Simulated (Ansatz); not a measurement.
The system is TaN.

```
Ta N
1.0
     2.92177    0.00000    0.00000
    -1.46088    2.53033    0.00000
     0.00000    0.00000    5.91652
Ta N
2 2
Direct
  0.00000 0.00000 0.50000
  0.00000 0.00000 0.00000
  0.33333 0.66667 0.25000
  0.66667 0.33333 0.75000
```

The cell comes from a database or a generator and needn't be the stable form of this composition.

* Program: Ansatz 0.2.0
* Task: relaxation of cell and atoms
* Functional: LDA
* Potentials or basis: Ansatz PAW
* Cutoff: 420 eV (not typed: the program's choice for these potentials)
* k mesh: 10 × 10 × 5
* Occupations: fermi-dirac, width 0.05 eV
* Spin: no spin polarisation

At the start: volume 10.94 Å³/atom.

Question: How do energy, volume and symmetry change on relaxing?

Answer: It ends after 8 steps and the volume is 10.40 Å³/atom (-4.9 %); space group P6_3/mmc (No. 194, to 0.05 Å).

The path:
```csv
step,energy change (eV),largest force (eV/Å),volume (Å³)
1,0.0000,0.0000,43.74
2,-0.0542,0.0000,40.17
3,-0.1216,0.0000,41.68
4,-0.1248,0.0000,41.64
5,-0.1249,0.0000,41.61
6,-0.1187,0.0000,41.61
7,-0.1188,0.0000,41.59
8,-0.1187,0.0000,41.59
```

Final structure:
```
Ta N
1.0
     2.87308    0.00000    0.00000
    -1.43654    2.48816    0.00000
     0.00000    0.00000    5.81743
Ta N
2 2
Direct
  0.00000 0.00000 0.50000
  0.00000 0.00000 0.00000
  0.33333 0.66667 0.25000
  0.66667 0.33333 0.75000
```

Caveat: the plane-wave basis is chosen anew once the cell has moved, so the energies of steps on either side of that aren't comparable; the pressure holds a Pulay correction of +0.6 GPa for the finite cutoff; the PAW data sets come from PBE, with cores solved anew for the run's functional, which leaves a small shift of forces and pressure.
